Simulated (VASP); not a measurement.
Write the native input for VASP 6.6.1 that does the following.

- Task: single point
- Functional: PBE
- Potentials or basis: VASP PAW PBE potentials, release 64 (Ba_sv, Te)
- Cutoff: 520 eV
- k mesh: 9 × 9 × 9
- Occupations: fermi-dirac, width 0.03 eV
- Spin: no spin polarisation
- Dipole correction: no
- Further INCAR settings: ALGO = Fast; EDIFF = 1e-07; NBANDS = 15

The structure of BaTe lies in POSCAR:

```
BaTe
1.0
    0.0000000000      3.5319393765      3.5319393765
    3.5319393765      0.0000000000      3.5319393765
    3.5319393765      3.5319393765      0.0000000000
Ba Te
1 1
Direct
    0.0000000000      0.0000000000      0.0000000000
    0.5000000000      0.5000000000      0.5400406080
```

The cell comes from a database or a generator and needn't be the stable form of this composition.

The cell isn't the ideal one: atom 2 (Te) moved by [0.141421, 0.141421, 0.0] A.

The input as run:

INCAR

```
PREC = Accurate
ENCUT = 520
EDIFF = 1E-7
ISMEAR = -1
SIGMA = 0.03
LREAL = F
LASPH = T
NELM = 100
ALGO = Fast
ISIF = 2
LWAVE = F
LCHARG = F
GGA = PE
NBANDS = 15
```

KPOINTS

```
Automatic mesh
0
Gamma
  9 9 9
```

Potentials or basis: VASP PAW PBE potentials, release 64 (Ba_sv, Te).

The run is started by

```bash
$ cat potpaw_PBE.64/Ba_sv/POTCAR potpaw_PBE.64/Te/POTCAR > POTCAR
$ mpirun -np 1 vasp_std > vasp.out
```

It gave:

```yaml
Pressure: 0.6 GPa
Largest_force: 0.414 eV/Å
Band_gap_on_the_k_mesh: 1.72 eV, indirect (least direct gap 2.05 eV)
```

Caveat: spin-orbit coupling is left out, which moves the levels of the heavy elements; an odd mesh through Γ misses points on the zone boundary, where band edges often lie.

It took 3.9 min on 1 thread of Intel(R) Xeon(R) Platinum 8488C (Sapphire Rapids) (shared host), peak memory 0.36 GiB.
